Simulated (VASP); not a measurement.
Write the native input for VASP 6.6.1 that does the following.

```yaml
Task: relaxation of cell and atoms
Functional: revPBE
Dispersion: D3
Potentials_or_basis: VASP PAW PBE potentials, release 64 (Hf_pv, C)
Cutoff: 600 eV
k_mesh: 10 × 10 × 10
Occupations: fermi-dirac, width 0.05 eV
Spin: no spin polarisation
Further_INCAR_settings: ALGO = Fast; EDIFF = 1e-06; IBRION = 2; EDIFFG = -0.005; NSW = 40; ISIF = 3
```

The structure of HfC lies in POSCAR:

```
HfC
1.0
    0.0000000000      2.3250000000      2.3250000000
    2.3250000000      0.0000000000      2.3250000000
    2.3250000000      2.3250000000      0.0000000000
Hf C
1 1
Direct
    0.5000000000      0.5000000000      0.5000000000
    0.0000000000      0.0000000000      0.0000000000
```

One way to write it, as run:

INCAR

```
ALGO     = Fast           # electronic algorithm
EDIFF    = 1E-6           # SCF threshold, eV
EDIFFG   = -0.005         # ionic threshold
ENCUT    = 600            # plane-wave cutoff, eV
GGA      = RE             # functional
IBRION   = 2              # ionic algorithm
ISIF     = 3              # what is computed and relaxed
ISMEAR   = -1             # smearing method
IVDW     = 11             # dispersion correction
LASPH    = T              # aspherical terms in the spheres
LCHARG   = F              # write CHGCAR
LREAL    = F              # projectors in reciprocal space
LWAVE    = F              # write WAVECAR
NELM     = 60             # most SCF steps
NSW      = 40             # ionic steps
PREC     = Accurate       # precision mode
SIGMA    = 0.05           # smearing width, eV
```

KPOINTS

```
k-points
0
Gamma
  10 10 10
```

Potentials or basis: VASP PAW PBE potentials, release 64 (Hf_pv, C).

Command:

```bash
$ cat potpaw_PBE.64/Hf_pv/POTCAR potpaw_PBE.64/C/POTCAR > POTCAR
$ mpirun -np 1 vasp_std > vasp.out
```

Results of the run:

```json
{
  "Relaxed volume": "12.28 Å³/atom",
  "Relaxed cell": "a = 3.263 Å, b = 3.263 Å, c = 3.263 Å, α = 60.00°, β = 60.00°, γ = 60.00°",
  "Space group after relaxing (to 0.05 Å)": "Fm-3m (No. 225)",
  "Energy gained by relaxing": "5.0 meV/atom",
  "Ionic steps": "4",
  "Pressure after relaxing": "0.1 GPa",
  "Band gap on the k mesh": "none (metal or under the smearing width)",
  "Dispersion energy per atom": "-0.476 eV"
}
```

Caveat: the PAW data sets were made with another functional, which shifts forces and pressure a little; pairwise dispersion overbinds metals, which lowers pressure and volume.

It took 36 s on 1 thread of Intel(R) Xeon(R) Platinum 8375C CPU @ 2.90GHz (Ice Lake), on a shared host, peak memory 0.18 GiB.
